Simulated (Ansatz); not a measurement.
Si:

```
Si
1.0
    -2.37137    2.37137    1.32927
     2.37137   -2.37137    1.32927
     2.37137    2.37137   -1.32927
Si
2
Cartesian
  0.0000 0.0000 1.3293
  2.3714 0.0000 0.6646
```

This isn't the form of Si at room conditions, which is diamond.

* Program: Ansatz 0.2.0
* Task: relaxation of cell and atoms
* Functional: HSE06
* Potentials or basis: Ansatz PAW
* Cutoff: 420 eV (not typed: the program's choice for these potentials)
* k mesh: 6 × 6 × 6
* Occupations: fermi-dirac, width 0.05 eV
* Spin: no spin polarisation

At the start: volume 14.95 Å³/atom.

Q: How do energy, volume and symmetry change on relaxing?

A: It ends after 7 steps and the volume is 14.99 Å³/atom (+0.3 %); space group I4_1/amd (No. 141, to 0.05 Å).

The path:
```csv
step,energy change (eV),largest force (eV/Å),volume (Å³)
1,0.0000,0.0000,29.90
2,-0.0471,0.0000,29.94
3,-0.0703,0.0000,30.09
4,-0.0937,0.0000,30.17
5,-0.0950,0.0000,29.90
6,-0.0953,0.0000,29.98
7,-0.0954,0.0000,29.98
```

Final structure:
```yaml
crystal:
  lattice:
    - [-2.43419, 2.43419, 1.26489]
    - [2.43419, -2.43419, 1.26489]
    - [2.43419, 2.43419, -1.26489]
  atoms:
    - { symbol: Si, position: [0.50000, 0.50000, 0.00000] }
    - { symbol: Si, position: [0.25000, 0.75000, 0.50000] }
```

Caveat: the k mesh is coarse (spacing up to 0.45 Å⁻¹), so the values aren't converged, least of all with exact exchange; the plane-wave basis is chosen anew once the cell has moved, so the energies of steps on either side of that aren't comparable; the PAW data sets come from PBE, with cores solved anew for the run's functional, which leaves a small shift of forces and pressure.
